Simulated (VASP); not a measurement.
Wanted: the native input for a VASP 6.6.1 run.

```
Task                   : relaxation of cell and atoms
Functional             : PBE
Potentials or basis    : VASP PAW PBE potentials, release 64 (Hf_pv, O)
Cutoff                 : 600 eV
k mesh                 : 6 × 6 × 8
Occupations            : fermi-dirac, width 0.05 eV
Spin                   : no spin polarisation
Further INCAR settings : ALGO = Fast; EDIFF = 1e-06; IBRION = 2; EDIFFG = -0.005; NSW = 40; ISIF = 3
```

The structure of HfO2 lies in POSCAR:

```
HfO2
1.0
    4.8135329900      0.0000000000      0.0000000000
    0.0000000000      4.8135329900      0.0000000000
    0.0000000000      0.0000000000      3.2054154100
Hf O
2 4
Direct
    0.5000000000      0.5000000000      0.5000000000
    0.0000000000      0.0000000000      0.0000000000
    0.8050448800      0.1949551200      0.5000000000
    0.6949551200      0.6949551200      0.0000000000
    0.3050448800      0.3050448800      0.0000000000
    0.1949551200      0.8050448800      0.5000000000
```

Measurements of this composition are mostly on another form, of space group No. 14.

These files were run (other wordings do the same):

INCAR

```
ALGO = Fast
EDIFF = 1E-6
EDIFFG = -0.005
ENCUT = 600
GGA = PE
IBRION = 2
ISIF = 3
ISMEAR = -1
LASPH = T
LCHARG = F
LREAL = F
LWAVE = F
NELM = 80
NSW = 40
PREC = Accurate
SIGMA = 0.05
```

KPOINTS

```
k-points
0
Gamma
  6 6 8
```

Potentials or basis: VASP PAW PBE potentials, release 64 (Hf_pv, O).

Run with:

```sh
$ cat potpaw_PBE.64/Hf_pv/POTCAR potpaw_PBE.64/O/POTCAR > POTCAR
$ mpirun -np 1 vasp_std > vasp.out
```

Results of the run:

- Relaxed volume: 12.68 Å³/atom
- Relaxed cell: a = 4.858 Å, b = 4.858 Å, c = 3.224 Å, α = 90.00°, β = 90.00°, γ = 90.00°
- Space group after relaxing (to 0.05 Å): P4_2/mnm (No. 136)
- Energy gained by relaxing: 4.9 meV/atom
- Ionic steps: 8
- Pressure after relaxing: 0.0 GPa
- Largest force after relaxing: 0.004 eV/Å
- Band gap on the k mesh: 3.90 eV, direct

Caveat: spin-orbit coupling is left out, which moves the levels of the heavy elements.

Run time: 10 min on 1 thread of Intel(R) Xeon(R) Platinum 8488C (Sapphire Rapids), with other jobs on the host, peak memory 0.28 GiB.
